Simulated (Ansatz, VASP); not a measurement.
## AlSi11HO24 (Al-H pair in alpha-quartz) in two plane-wave programs

Aim: how closely do two programs agree when they are given the same cell, functional and k mesh? The cell is taken from a series of runs on this material, whose earlier steps may have relaxed, scaled, displaced or heated it; both programs get it as it stands.

Method: plane waves, with VASP 6.6.1 beside it; single point at HSE06, in Ansatz 0.2.0.

## Step 1: The starting structure

The cell holds 37 atoms: 11 Si, 24 O, 1 Al and 1 H. Cell: a = 7.452 Å, b = 7.452 Å, c = 10.037 Å, α = 70.3°, β = 70.3°, γ = 71.4°. It derives from SiO2 (SiO2 (P3_221)). Nearest the centre at fractional (0.355, 0.472, 0.482): O12 at 0.54 Å, H37 at 1.12 Å, Al36 at 1.35 Å, Si1 at 2.08 Å, O35 at 2.36 Å, O28 at 2.43 Å, O19 at 2.44 Å, O22 at 2.87 Å.

## Step 2: Ansatz: single point, HSE06

Ansatz runs on its default PAW (the set named soft_2) files.

With cell and atoms fixed, the geometry can't cause a difference; cores, projectors, grids and the points listed under the comparison can.

Input file input.yaml:

```yaml
crystal:
  lattice:
    - [-2.50916922, 4.34600857, 5.50897405]
    - [5.01833843, 0.0, 5.50897405]
    - [5.01833843, 8.69201713, 0.0]
  atoms:
    - { symbol: Si, position: [0.075303859, 0.571230541, 0.447432247] }
    - { symbol: Si, position: [0.578272331, 0.082913981, 0.216168346] }
    - { symbol: Si, position: [0.396339701, 0.921003828, 0.049438487] }
    - { symbol: Si, position: [0.903683029, 0.424720483, 0.273816893] }
    - { symbol: Si, position: [-0.009589921, -0.00628888, 0.261486557] }
    - { symbol: Si, position: [0.504028985, 0.50426467, 0.003415044] }
    - { symbol: O, position: [0.309712747, 0.461858886, 0.453306892] }
    - { symbol: O, position: [0.797628873, 0.976281327, 0.232400189] }
    - { symbol: O, position: [0.433685669, 0.089874365, 0.378457855] }
    - { symbol: O, position: [0.952370644, 0.513564993, 0.098722323] }
    - { symbol: O, position: [0.441282862, 0.687669159, 0.072716762] }
    - { symbol: O, position: [0.947635333, 0.187959296, 0.313009895] }
    - { symbol: O, position: [0.164750927, -0.001348703, 0.11408987] }
    - { symbol: O, position: [0.684897271, 0.514523018, 0.347781222] }
    - { symbol: O, position: [0.053416413, 0.476794741, 0.334463128] }
    - { symbol: O, position: [0.516021919, 0.965426727, 0.137773967] }
    - { symbol: O, position: [0.05471947, 0.803012008, 0.389412594] }
    - { symbol: O, position: [0.56664714, 0.308325857, 0.125637777] }
    - { symbol: Si, position: [0.102154405, 0.575664089, 0.942259663] }
    - { symbol: Si, position: [0.591935395, 0.075110729, 0.715183333] }
    - { symbol: Si, position: [0.395970751, 0.945431005, 0.545683859] }
    - { symbol: Si, position: [0.906595868, 0.43082855, 0.784605275] }
    - { symbol: Si, position: [-0.004344748, 0.0074452, 0.766649399] }
    - { symbol: Al, position: [0.505765532, 0.506667805, 0.507717688] }
    - { symbol: O, position: [0.324207491, 0.487632817, 0.956995923] }
    - { symbol: O, position: [0.816793558, 0.981439066, 0.725365487] }
    - { symbol: O, position: [0.450811103, 0.030517875, 0.879467335] }
    - { symbol: O, position: [0.937717449, 0.514457784, 0.608840914] }
    - { symbol: O, position: [0.415013405, 0.726475503, 0.550046879] }
    - { symbol: O, position: [0.929193143, 0.196877516, 0.831563065] }
    - { symbol: O, position: [0.174636101, 0.044068285, 0.623465905] }
    - { symbol: O, position: [0.687762558, 0.5308551, 0.862515762] }
    - { symbol: O, position: [0.067568838, 0.487211462, 0.828437842] }
    - { symbol: O, position: [0.549155307, 0.962744042, 0.619899512] }
    - { symbol: O, position: [0.065471119, 0.811570863, 0.88693512] }
    - { symbol: O, position: [0.555663678, 0.304487554, 0.64504363] }
    - { symbol: H, position: [0.345500332, 0.372705755, 0.422793788] }
basis:
  ecutwfc: 420
  xc_grid: 2
hamiltonian:
  xc: hse06
kpoints:
  mp_grid: { grid: [1, 1, 1] }
scf:
  occupations: { method: fermi_dirac, width: 0.01 }
  max_iter: 120
output:
  forces: true
checkpoint:
  read: "../relax.run"
```

Run with:

```bash
$ ansatz run input.yaml --threads 2 --pin off --max-ram 3768MiB --backend cpu --events-out ev --progress --plain --runs-dir out
```

Numbers of over 12 decimals in the logs are rounded to 6 here.

The log of the run:

```text
Warning: checkpoint.read: the run can stay near the saved state's solution: 2 site(s) moved relative to the saved geometry (max |Δs| = 2.453e-2 fractional); the SCF starts from the saved state under `checkpoint.density_extrapolation: transplant`, in force with no word given; its orbitals are not used off its sites. A run without `checkpoint.read` takes nothing of the state. A lower free energy from it at the same positions (and U, V and field ramp, if any) shows a solution that this start missed, and an equal or higher one rules none out (checkpoint.read, Limitations, in the input reference)
exact exchange: scf.exx.singularity resolves to wigner_seitz, which cuts the screened interaction at the faces of the exchange supercell's Wigner-Seitz cell, so that each pair interacts once, at the shortest of its separations (the periodic images that this leaves out come, for a point-like exchange hole, to about 0.070 eV on a filled level). The cut falls within the interaction's reach, and what an exchange supercel [...]
Engine: ansatz 0.2.0, x86_64-unknown-linux-gnu
Pseudopotentials: kind: paw
Pseudopotential: Si, paw, valence charge 4, recommended cutoff 420 eV (normal), Si.paw.azcp
Pseudopotential: O, paw, valence charge 6, recommended cutoff 420 eV (normal), O.paw.azcp
Pseudopotential: Al, paw, valence charge 3, recommended cutoff 420 eV (normal), Al.paw.azcp
Pseudopotential: H, paw, valence charge 1, recommended cutoff 420 eV (normal), H.paw.azcp
Functional definition: HSE06
  parameter a = 0.25
  parameter omega = 0.11/bohr
  exchange = pbe_x - a*pbe_x_sr(omega) + a*exact_x_sr(omega)
  correlation = pbe_c
Crystal: 37 atoms, lattice volume = 480.597 Å³
Basis set: ecut = 420 eV, 9403 PW (Γ), exchange–correlation on 100×100×144 points (8 copies of the dense FFT grid, shifted against one another)
Bands: 133, of which v1, the nominal top of the filled ones, is band 96 counted from 1 (95 counted from 0)
Symmetry: 1 space group operations
Space group: P1 (ITA 1), of the structure as read, at distance tolerance 7.8e-5 Å
k-points: 1
Non-local potential: Si, projectors of the file, l = 0: 2, l = 1: 2, l = 2: 2
Non-local potential: O, projectors of the file, l = 0: 2, l = 1: 2, l = 2: 1
Non-local potential: Al, projectors of the file, l = 0: 2, l = 1: 2, l = 2: 1
Non-local potential: H, projectors of the file, l = 0: 2, l = 1: 1
PAW form: soft (Blöchl's): semilocal exchange-correlation on the pseudo side does not see the compensation charge
PAW frozen core: Si, regenerated for the run's functional, and the local potential with it (the file was generated under x = pbe(κ = 0.804, μ = 0.219515), c = pbe(β = 0.066725))
PAW frozen core: O, regenerated for the run's functional, and the local potential with it (the file was generated under x = pbe(κ = 0.804, μ = 0.219515), c = pbe(β = 0.066725))
PAW frozen core: Al, regenerated for the run's functional, and the local potential with it (the file was generated under x = pbe(κ = 0.804, μ = 0.219515), c = pbe(β = 0.066725))
PAW one-centre angular grid: Si, 110 points (default); XC on 64 Gauss nodes
PAW one-centre angular grid: O, 110 points (default); XC on 96 Gauss nodes
PAW one-centre angular grid: Al, 110 points (default); XC on 64 Gauss nodes
PAW one-centre angular grid: H, 110 points (default); XC on 64 Gauss nodes
Initial density: read from a saved state, or passed on in memory by an earlier SCF of this step, an earlier step, the calling program or the single point that the run made first, carried with its atoms to this geometry
Initial wavefunctions: pseudopotential atomic-orbital guess
Functional: x = pbe(κ = 0.804, μ = 0.219515), c = pbe(β = 0.066725), warm-up for x = pbe(κ = 0.804, μ = 0.219515) + 0.25 (exact − pbe) at short range (hse, ω = 0.207870 Å⁻¹), c = pbe(β = 0.066725); HSE06 as pw.x's `hse` composes it (authors' and Libxc's form: `xc: wpbeh`)
iter 1 solved again at ethr=4.09e-4 eV; its pass at ethr=1.00e-1 eV (dr2=7.86e-1 eV) is discarded
SCF iter   1: F=—  HF=-21204.367553 eV  |F-HF|=—  |Δ(HF+E_count)|=         —  Δρ=1.76e-2  dr2=7.68e-1  ethr=4.09e-4  ⟨swp⟩=10.0  Hψ=916  notcnv=0
preconditioner: auto → none  [insulator: Δε(μ)=5.464 eV  Ē_g=16.854 eV  σ=0.010 eV  W_gap=1.00  n_scr=102 (ndim 8)  ℏωp=23.5 eV  f_vac=0.163  D(μ)=0.00/eV (n_scr^D=0)]
SCF iter   2: F=—  HF=-21204.171784 eV  |F-HF|=—  |Δ(HF+E_count)|=   1.96e-1  Δρ=7.59e-3  dr2=1.21e-1  ethr=4.00e-4  ⟨swp⟩=6.0  Hψ=361  notcnv=0
SCF iter   3: F=—  HF=-21204.145981 eV  |F-HF|=—  |Δ(HF+E_count)|=   2.58e-2  Δρ=3.26e-3  dr2=1.92e-2  ethr=6.30e-5  ⟨swp⟩=6.0  Hψ=359  notcnv=0
SCF iter   4: F=—  HF=-21204.144612 eV  |F-HF|=—  |Δ(HF+E_count)|=   1.37e-3  Δρ=1.51e-3  dr2=4.48e-3  ethr=9.98e-6  ⟨swp⟩=4.0  Hψ=294  notcnv=0
iter 5 solved again at ethr=1.24e-7 eV; its pass at ethr=2.33e-6 eV (dr2=2.38e-4 eV) is discarded
SCF iter   5: F=-21204.143911 eV  HF=-21204.143940 eV  |F-HF|=2.91e-5  |Δ(HF+E_count)|=   6.72e-4  Δρ=3.66e-4  dr2=2.37e-4  ethr=1.24e-7  ⟨swp⟩=3.0  Hψ=543  notcnv=0
SCF 1 stopped early in 5 iterations: F = -21204.143911 eV  dr2 = 2.37e-4
  greatest PAW one-centre occupation: 0.875 electrons in one spin orbital (limit 2), on the O atom at site 6 (counted from 0), in its partial waves of l = 0
Initial density: handed on by an earlier stage of this run
Initial wavefunctions: those handed on with the density
[...]
preconditioner: auto → none  [insulator: Δε(μ)=7.381 eV  Ē_g=19.367 eV  σ=0.010 eV  W_gap=1.00  n_scr=102 (ndim 8)  ℏωp=23.5 eV  f_vac=0.151  D(μ)=0.00/eV (n_scr^D=0)]
SCF iter   2: F=—  HF=-21208.481762 eV  |F-HF|=—  |Δ(HF+E_count)|=   5.22e-2  Δρ=3.12e-3  dr2=2.03e-2  ethr=1.23e-6  ⟨swp⟩=5.0  Hψ=521  notcnv=0
SCF iter   3: F=—  HF=-21208.536538 eV  |F-HF|=—  |Δ(HF+E_count)|=   5.48e-2  Δρ=1.35e-3  dr2=6.62e-3  ethr=1.23e-6  ⟨swp⟩=5.0  Hψ=493  notcnv=0
SCF iter   4: F=—  HF=-21208.534448 eV  |F-HF|=—  |Δ(HF+E_count)|=   2.09e-3  Δρ=3.16e-4  dr2=2.62e-4  ethr=1.23e-6  ⟨swp⟩=4.0  Hψ=357  notcnv=0
SCF iter   5: F=—  HF=-21208.535178 eV  |F-HF|=—  |Δ(HF+E_count)|=   7.30e-4  Δρ=1.99e-4  dr2=1.69e-4  ethr=8.90e-8  ⟨swp⟩=6.0  Hψ=365  notcnv=0
SCF iter   6: F=-21208.535121 eV  HF=-21208.535129 eV  |F-HF|=7.68e-6  |Δ(HF+E_count)|=   4.93e-5  Δρ=4.51e-5  dr2=1.27e-5  ethr=8.51e-8  ⟨swp⟩=4.0  Hψ=307  notcnv=0
SCF 2 stopped early in 6 iterations: F = -21208.535121 eV  dr2 = 1.27e-5
  Residual-converged pass: ⟨swp⟩=4.0  Hψ=414  notcnv=0  max |occ|·‖R‖ = 4.4e-6 eV (tolerance 6.7e-6 eV)  dr2=1.32e-5  dr2_onsite=4.15e-7  max |Δocc| = 0.0e0
  greatest PAW one-centre occupation: 0.880 electrons in one spin orbital (limit 2), on the O atom at site 6 (counted from 0), in its partial waves of l = 0
hybrid outer 1: dexx = +6.384e-2 eV, tail = 7.40e-5 eV
Exchange kernel: α = 0.2500, screened, ω = 0.2079 Å⁻¹, Wigner–Seitz truncation, v(0) = 764.3003 eV·Å³, q-mesh 1×1×1, nearest image of the exchange supercell L = 7.45 Å, pair-density grid 36×36×45, without the augmentation charges, whose exchange is taken in its separable form (sized by the pseudopotential files, 48×48×64 at the most)
Frozen-core exchange: fock
SCF iter   1: F=—  HF=-21208.534318 eV  |F-HF|=—  |Δ(HF+E_count)|=         —  Δρ=3.38e-5  dr2=3.36e-6  ethr=1.93e-7  ⟨swp⟩=9.0  Hψ=395  notcnv=0
preconditioner: auto → none  [insulator: Δε(μ)=7.356 eV  Ē_g=19.346 eV  σ=0.010 eV  W_gap=1.00  n_scr=102 (ndim 8)  ℏωp=23.5 eV  f_vac=0.163  D(μ)=0.00/eV (n_scr^D=0)]
SCF iter   2: F=—  HF=-21208.534318 eV  |F-HF|=—  |Δ(HF+E_count)|=   6.55e-7  Δρ=9.81e-6  dr2=2.42e-7  ethr=1.49e-9  ⟨swp⟩=3.0  Hψ=303  notcnv=0
SCF iter   3: F=—  HF=-21208.534319 eV  |F-HF|=—  |Δ(HF+E_count)|=   1.17e-6  Δρ=8.36e-6  dr2=1.99e-7  ethr=6.67e-11  ⟨swp⟩=8.0  Hψ=468  notcnv=0
SCF iter   4: F=-21208.534319 eV  HF=-21208.534319 eV  |F-HF|=5.46e-9  |Δ(HF+E_count)|=   4.94e-8  Δρ=1.51e-6  dr2=7.62e-9  ethr=6.67e-11  ⟨swp⟩=4.0  Hψ=315  notcnv=0
SCF 3 converged in 4 iterations: F = -21208.534319 eV  dr2 = 7.62e-9
  Residual-converged pass: ⟨swp⟩=3.0  Hψ=235  notcnv=0  max |occ|·‖R‖ = 5.4e-6 eV (tolerance 5.8e-6 eV)  dr2=7.75e-9  dr2_onsite=5.30e-10  max |Δocc| = 0.0e0
hybrid outer 2: dexx = +1.124e-6 eV, tail = 2.55e-8 eV, Δε = 1.27e-3 eV (about 2.46e-5 eV left of the loop's levels), ΔF = 1.93e-3 eV/Å (tail 2.33e-4)
hybrid SCF converged: 2 outer / 10 inner (+5 warm-up), last move |dexx| = 1.12e-6 eV, tail = 2.55e-8 eV
Stability not checked: this state was not tested for a lower state beside it, because the functional holds exact exchange (a hybrid, or Hartree-Fock), whose exchange loop this test does not read (fock_operator; see scf.lower_state_search)
Free energy (F): -21208.534319 eV
Frozen-core exchange: fock
Harris-Foulkes:  -21208.534319 eV  (|F-HF|=5.46e-9)
Internal energy: -21208.534319 eV  (E = F + TS)
E sigma→0 (E₀):  -21208.534319 eV
Fermi energy:    4.555606 eV
--- Per-component energies (eV) ---
  E_band       = -1271.347341
  E_kinetic    = 4861.145678
  E_local      = -12404.884330  (includes V_loc(G=0)·N_el)
  E_nonlocal   = 1401.485527
  E_hartree    = 4502.791317
  E_xc         = -1967.540492
  E_vxc        = -2267.064664  (∫ρ·V_xc dr)
  E_exx        = -553.785773  (= α·E_x^exact, valence–valence)
  E_paw        = -9865.287912  (= ΣΔE_a)
  E_vpaw       = -760.106135  (= ΣTr[D̂ρ^β])
  E_aug_tail   = 0.059995  (compensation charges beyond the density's cutoff)
  E_ewald      = -7181.183362
  E_core_change = -1.334965  (= ΣΔE_core)
  E_smearing   = -0.000000  (= −TS)
  E_closure    = -0.000003  (closes the sum)
  Σ components = -21208.534319   (vs F -21208.534319, Δ=3.64e-12)
--- Forces (eV/Å), atoms counted from 1 ---
  atom   1  Si     0.30128872    -0.24832852    -0.10348907
  atom   2  Si     0.27968157     0.14715729    -0.12736541
  atom   3  Si     0.01758366     0.03758218     0.04467802
  atom   4  Si    -0.06372444    -0.02751801    -0.03856471
  atom   5  Si     0.03538907    -0.10142983     0.00911640
  atom   6  Si    -0.02241102     0.06915700    -0.05124659
  atom   7  O     20.73673062     3.19203142     8.69917917
  atom   8  O     -0.07062763     0.05489081     0.05691543
  atom   9  O     -0.26966118     0.07447824    -0.15824450
  atom  10  O      0.00968676     0.01053246    -0.00380059
  atom  11  O      0.00740239     0.00078547    -0.00616046
  atom  12  O      0.01684971     0.00523903     0.01332143
  atom  13  O      0.00321387     0.00516612    -0.01161146
  atom  14  O      0.04561712    -0.00236064    -0.03984667
  atom  15  O      0.03701889     0.12443759     0.08602282
  atom  16  O     -0.05671228    -0.06801361    -0.03221906
  atom  17  O     -0.10201822     0.11658248    -0.04836300
  atom  18  O     -0.01293312    -0.07301071     0.06593356
  atom  19  Si     0.00698059     0.02519288     0.02117584
  atom  20  Si    -0.04592311     0.00734685    -0.06676597
  atom  21  Si    -0.01100287    -0.27784681     0.26666988
  atom  22  Si     0.05009318     0.07053585    -0.05939553
  atom  23  Si    -0.02781962     0.00353032     0.01573187
  atom  24  Al     0.04791272     0.17061586     0.19710125
[...]
atom  30  O      0.01001309    -0.01259331     0.01988991
  atom  31  O      0.05497505     0.02384787    -0.04516111
  atom  32  O     -0.02598249    -0.01835955     0.03052380
  atom  33  O     -0.01980627    -0.02460996    -0.00373368
  atom  34  O      0.02012371     0.07183797     0.00985828
  atom  35  O     -0.00172038     0.00074042    -0.00893306
  atom  36  O      0.03494022    -0.06722436     0.01481389
  atom  37  H    -20.81557861    -3.22745605    -8.70793279
  max |Σ_I F_I| component: 9.38e-5 eV/Å
--- Band table (eV) ---
  k-point 0: bands = [... 92 lower, 0.5521, 0.6540, 0.7124, 0.8777, 8.2335]
  guard bands above this table: 36 of the run's 133 bands. The solve was not asked for them (output.publish_guard_bands: true or output.eigenvalues: true publishes all)
```

The column dr2 measures how far the density is from self-consistency, as an energy; F and HF (Harris–Foulkes) agree once it is small.

[end of part 1 of 2]

[Lines on the potential files, build, host, timing and source positions are cut from VASP's logs without a mark.]

[Logs are printed without paths, hosts, clocks, repeated set-up lines and the standing remarks that a program may print on its own settings, such as how far it seeks lower states.]

[Hosts, paths, dates, database ids (printed as entryN), source tags and the programs' standing remarks are cut or masked in the printed files.]
